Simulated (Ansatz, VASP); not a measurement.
# Al36N35 (V_N): VASP beside Ansatz, part 2 of 2

Wanted: the spread between two codes on one cell, functional and k mesh. The cell is taken from a series of runs on this material, whose earlier steps may have relaxed, scaled, displaced or heated it; both programs get it as it stands.

VASP 6.6.1 and Ansatz 0.2.0.

So far. Step 2 (VASP: single point, HSE06): The run ends at a pressure of -4.27 GPa, with forces up to 0.34 eV/Å.

## Step 3: Ansatz: single point, HSE06

Level of this step: Ansatz beside VASP: Kohn-Sham DFT, plane waves, HSE06 (Ansatz).

Ansatz runs on its PAW soft_1 files.

The same cell, functional and mesh now go to Ansatz.

Contents of input.yaml:

```yaml
crystal:
  checkpoint: "../qp1.relax.run"
  host: checkpoint
total_charge: 1
basis:
  ecutwfc: 420
  xc_grid: 2
hamiltonian:
  xc: hse06
  pseudopotentials: { kind: paw, azcp: { folder: soft_1 } }
kpoints:
  mp_grid: { grid: [1, 1, 1] }
scf:
  occupations: { method: fixed }
  max_iter: 60
output:
  forces: true
  charged_corrections:
    epsilon: [4.49, 4.49, 4.72]
    static_epsilon: [8.15, 8.15, 9.65]
    defect_position: [0.555556, 0.444444, 0.440482]
  eigenvalues: true
  eigenstates: { localisation: true }
  populations: true
checkpoint:
  read: "../qp1.relax.run"
  write: "../qp1.hyb.run"
  compress: false
  write_wavefunctions: false
  write_every: 100000
```

Launch:

```console
ansatz run input.yaml --threads 8 --pin off --max-ram 18841MiB --backend cpu --events-out ev --progress --plain --runs-dir out
```

Numbers of over 12 decimals in the logs are rounded to 6 here.

The log of the run:

```text
Warning: checkpoint.read: hamiltonian.xc differs: saved pbesol, current hse06; the SCF iterates under this deck's functional from the saved state
crystal.checkpoint: the structure is that of <dir>, a `relax` run, at its step 6: its result, under pbesol at a charge of 1 e; 71 atoms read, 0 with a starting moment; this deck's functional is hse06; crystal.structure_sha256 for this input is
exact exchange: scf.exx.singularity resolves to wigner_seitz, which cuts the screened interaction at the faces of the exchange supercell's Wigner-Seitz cell, so that each pair interacts once, at the shortest of its separations (the periodic images that this leaves out come, for a point-like exchange hole, to about 0.017 eV on a filled level). The cut falls within the interaction's reach, and what an exchange supercel [...]
Engine: ansatz 0.2.0, aarch64-unknown-linux-gnu
Pseudopotentials: kind: paw
Pseudopotential: Al, paw, valence charge 3, recommended cutoff 420 eV (normal), soft_1/Al.paw.azcp
Pseudopotential: N, paw, valence charge 5, recommended cutoff 420 eV (normal), soft_1/N.paw.azcp
Functional definition: HSE06
  parameter a = 0.25
  parameter omega = 0.11/bohr
  exchange = pbe_x - a*pbe_x_sr(omega) + a*exact_x_sr(omega)
  correlation = pbe_c
davidson cushion auto → on  (no smearing: the cushion is to keep the highest requested band from converging to the state above it; pin scf.eigensolver.cushion to override)
Crystal: 71 atoms, lattice volume = 753.149 Å³
Basis set: ecut = 420 eV, 14757 PW (Γ), exchange–correlation on 128×128×144 points (8 copies of the dense FFT grid, shifted against one another)
Bands: 212, of which v1, the nominal top of the filled ones, is band 141 counted from 1 (140 counted from 0)
Symmetry: 1 space group operations
Space group: P1 (ITA 1), of the structure as read, at distance tolerance 9.1e-5 Å
k-points: 1
Non-local potential: Al, projectors of the file, l = 0: 2, l = 1: 2, l = 2: 1
Non-local potential: N, projectors of the file, l = 0: 2, l = 1: 2, l = 2: 1
PAW form: soft (Blöchl's): semilocal exchange-correlation on the pseudo side does not see the compensation charge
PAW frozen core: Al, regenerated for the run's functional, and the local potential with it (the file was generated under x = pbe(κ = 0.804, μ = 0.219515), c = pbe(β = 0.066725))
PAW frozen core: N, regenerated for the run's functional, and the local potential with it (the file was generated under x = pbe(κ = 0.804, μ = 0.219515), c = pbe(β = 0.066725))
PAW one-centre angular grid: Al, 110 points (default); XC on 64 Gauss nodes
PAW one-centre angular grid: N, 110 points (default); XC on 64 Gauss nodes
Initial density: read from a saved state, or passed on in memory by an earlier SCF of this step, an earlier step, the calling program or the single point that the run made first
Initial wavefunctions: pseudopotential atomic-orbital guess
Functional: x = pbe(κ = 0.804, μ = 0.219515), c = pbe(β = 0.066725), warm-up for x = pbe(κ = 0.804, μ = 0.219515) + 0.25 (exact − pbe) at short range (hse, ω = 0.207870 Å⁻¹), c = pbe(β = 0.066725); HSE06 as pw.x's `hse` composes it (authors' and Libxc's form: `xc: wpbeh`)
iter 1 solved again at ethr=5.83e-4 eV; its pass at ethr=1.00e-1 eV (dr2=1.64e0 eV) is discarded
SCF iter   1: F=—  HF=-32891.622920 eV  |F-HF|=—  |Δ(HF+E_count)|=         —  Δρ=1.41e-2  dr2=1.60e0  ethr=5.83e-4  ⟨swp⟩=3.0  Hψ=1352  notcnv=0
preconditioner: auto → none  [insulator: Δε(μ)=4.106 eV  Ē_g=12.964 eV  n_scr=144 (ndim 8)  ℏωp=22.7 eV  f_vac=0.000]
SCF iter   2: F=—  HF=-32891.222698 eV  |F-HF|=—  |Δ(HF+E_count)|=   4.00e-1  Δρ=6.19e-3  dr2=2.27e-1  ethr=5.68e-4  ⟨swp⟩=3.0  Hψ=595  notcnv=0
iter 3 solved again at ethr=4.13e-6 eV; its pass at ethr=8.05e-5 eV (dr2=1.16e-2 eV) is discarded
SCF iter   3: F=—  HF=-32891.160757 eV  |F-HF|=—  |Δ(HF+E_count)|=   6.19e-2  Δρ=1.58e-3  dr2=1.16e-2  ethr=4.13e-6  ⟨swp⟩=7.0  Hψ=1070  notcnv=0
[...]
E_local      = -7634.046235  (includes V_loc(G=0)·N_el)
  E_nonlocal   = 1526.487733
  E_hartree    = 2866.414932
  E_xc         = -2836.993959
  E_vxc        = -3028.995962  (∫ρ·V_xc dr)
  E_exx        = -629.547583  (= α·E_x^exact, valence–valence)
  E_paw        = -21435.706852  (= ΣΔE_a)
  E_vpaw       = -725.581015  (= ΣTr[D̂ρ^β])
  E_aug_tail   = 0.030192  (compensation charges beyond the density's cutoff)
  E_ewald      = -10278.138782
  E_core_change = -2.389664  (= ΣΔE_core)
  E_smearing   = -0.000000  (= −TS)
  E_closure    = 0.000007  (closes the sum)
  E_deformation_potential = 16.998848  (in the stress; not in F)
  Σ components = -32907.973699   (vs F -32907.973699, Δ=0.00e0)
--- Forces (eV/Å), atoms counted from 1 ---
  atom   1  Al     0.02963207    -0.01546140    -0.17023273
  atom   2  Al    -0.07978226     0.03205530    -0.05832151
  atom   3  N     -0.06837781     0.11590939     0.00463223
  atom   4  N     -0.03011521     0.02689036     0.11359311
  atom   5  Al     0.03098980    -0.01201544    -0.05913142
  atom   6  Al    -0.02571683     0.01340472    -0.09196217
  atom   7  N      0.06077141    -0.01234226     0.08841395
  atom   8  N     -0.03232363     0.02583980     0.06647392
  atom   9  Al     0.01592932    -0.01353019    -0.11384112
  atom  10  Al    -0.02105414     0.09616681    -0.01789510
  atom  11  N      0.08475882    -0.07080311     0.05341731
  atom  12  N     -0.04155199     0.01687262     0.09958201
  atom  13  Al     0.02246177    -0.01723994    -0.07571477
  atom  14  Al    -0.03248737     0.02517233    -0.08720701
  atom  15  N      0.06579417    -0.00915977     0.09545395
  atom  16  N     -0.04677018     0.02324292     0.06610792
  atom  17  Al     0.03049220    -0.01854152    -0.10407430
  atom  18  Al     0.16719977    -0.09542931     0.07208677
  atom  19  N      0.03663847    -0.02153924     0.09857385
  atom  20  N     -0.04998662     0.02784193     0.10867144
  atom  21  Al     0.03106914    -0.01828866    -0.06479934
  atom  22  Al    -0.01943451     0.01199939    -0.08801901
  atom  23  N      0.04515954    -0.02615442     0.08137671
  atom  24  N     -0.04872624     0.02794523     0.05814297
[...]
atom  64  Al     0.02827709    -0.01856822    -0.17169727
  atom  65  Al    -0.06828882     0.05382805    -0.05790745
  atom  66  N     -0.13579444    -0.00185934     0.01105956
  atom  67  N     -0.04142045     0.01294675     0.11204322
  atom  68  Al     0.02701406    -0.01743336    -0.05709852
  atom  69  Al    -0.02495565     0.01507072    -0.09150050
  atom  70  N      0.04114623    -0.04770877     0.08247731
  atom  71  N     -0.03486813     0.01465561     0.06399163
  max |Σ_I F_I| component: 8.17e-5 eV/Å
--- Charged-cell corrections in eV (Makov–Payne, q = +1.000 e, ε = [4.490, 4.490, 4.720] of the electrons, [8.150, 8.150, 9.650] with the ions) ---
  F (periodic)     = -32907.973699  (uncorrected; the corrections below are reported, never added to it)
  E_corr1          = +0.493698  (monopole, q²α_M/2ε̄L, of the cell on which ε is isotropic)
  F Makov-Payne    = n/a  (the rows are of the electrons' constant alone; ansatz place-levels tells what screens the charge)
  no potential alignment in this run, which stands beside a crystal: run the host's input off ansatz write-host-input, and read the two finished runs by ansatz place-levels (neither reads a slab, a wire or a sheet, whose cell leaves a vacuum)
--- Band table (eV) ---
  k-point 0: bands = [... 137 lower, 5.8987, 5.9053, 6.1042, 6.3514, 11.3926, 11.6966, 11.7210, 11.9512, ... 67 higher]
--- Löwdin populations: 71 sites ---
  site symbol       q [e]
     0     Al      1.8586
     1     Al      1.8593
     2      N      6.0449
     3      N      6.0574
     4     Al      1.8639
     5     Al      1.8614
     6      N      6.0542
     7      N      6.0564
     8     Al      1.8589
     9     Al      1.8743
    10      N      6.0423
    11      N      6.0564
    12     Al      1.8635
    13     Al      1.8612
    14      N      6.0544
    15      N      6.0546
    16     Al      1.8614
    17     Al      1.8728
    18      N      6.0554
    19      N      6.0564
    20     Al      1.8637
    21     Al      1.8611
    22      N      6.0558
    23      N      6.0546
[...]
63     Al      1.8585
    64     Al      1.8593
    65      N      6.0449
    66      N      6.0574
    67     Al      1.8640
    68     Al      1.8614
    69      N      6.0542
    70      N      6.0564
  spilling = 0.008570 (of n_electrons = 282.000000)
```

Reading the cycles: dr2 is the Hartree energy of the density residual (eV), the measure of convergence; HF is the Harris–Foulkes estimate of the energy, which meets the free energy F at convergence.

## Step 4: Comparison

Known differences besides the potentials themselves: exact exchange at q = 0 is treated differently, which shows on coarse meshes; VASP keeps PBE cores, Ansatz makes them for the functional; fixed occupations in Ansatz, narrow Gaussian smearing in VASP; the cutoff is 420 eV in Ansatz and 520 eV in VASP (PREC = Accurate, projectors in real space); VASP takes a coarser grid for exact exchange (PRECFOCK = Fast). Total energies have different zeros and are not compared.

Compared:

| quantity | Ansatz | VASP | difference |
| --- | --- | --- | --- |
| gap on the k mesh (eV) | 5.041 | 5.068 | -0.027 |

Forces on 10 of the 71 atoms, those with the largest forces and the largest differences (eV/Å; atoms numbered as in POSCAR):

| atom | Ansatz x, y, z | VASP x, y, z |
| --- | --- | --- |
| Al1 | 0.030, -0.015, -0.170 | 0.029, -0.017, -0.167 |
| Al10 | 0.167, -0.095, 0.072 | 0.169, -0.097, 0.077 |
| Al14 | 0.034, -0.231, 0.113 | 0.035, -0.236, 0.115 |
| Al17 | 0.039, -0.017, -0.341 | 0.034, -0.015, -0.342 |
| Al18 | -0.238, 0.137, 0.066 | -0.239, 0.137, 0.069 |
| Al30 | 0.220, 0.087, 0.113 | 0.225, 0.089, 0.116 |
| Al33 | 0.028, -0.019, -0.172 | 0.029, -0.018, -0.169 |
| N41 | 0.085, -0.071, 0.053 | 0.082, -0.077, 0.046 |
| N49 | 0.068, 0.047, 0.056 | 0.074, 0.048, 0.049 |
| N64 | -0.008, -0.082, 0.069 | -0.006, -0.088, 0.062 |

The forces differ by 2.4 meV/Å r.m.s., which is 3.4 % of the r.m.s. force of 0.072 eV/Å (both taken over all components). A gap on the mesh is an upper bound, since the band edges may lie between its points. The cell carries a charge of +1 e against a uniform background, so its pressure also hangs on how the neutralising background is counted, and in a defect's cell a gap may be the spacing between its levels.

## Step 5: Outcome

- r.m.s. force difference (single point, HSE06): 2.4 meV/Å

The r.m.s. force difference is 2.4 meV/Å (single point, HSE06), within the 12 meV/Å picked in this series as the mark of a large difference. Such differences can come from data sets, numerical settings and the points named under the comparisons, not from the functional's error against experiment.

[Lines on the potential files, build, host, timing and source positions are cut from VASP's logs without a mark.]

[Logs are printed without paths, hosts, clocks, repeated set-up lines and the standing remarks that a program may print on its own settings, such as how far it seeks lower states.]

[Hosts, paths, dates, database ids (printed as entryN), source tags and the programs' standing remarks are cut or masked in the printed files.]
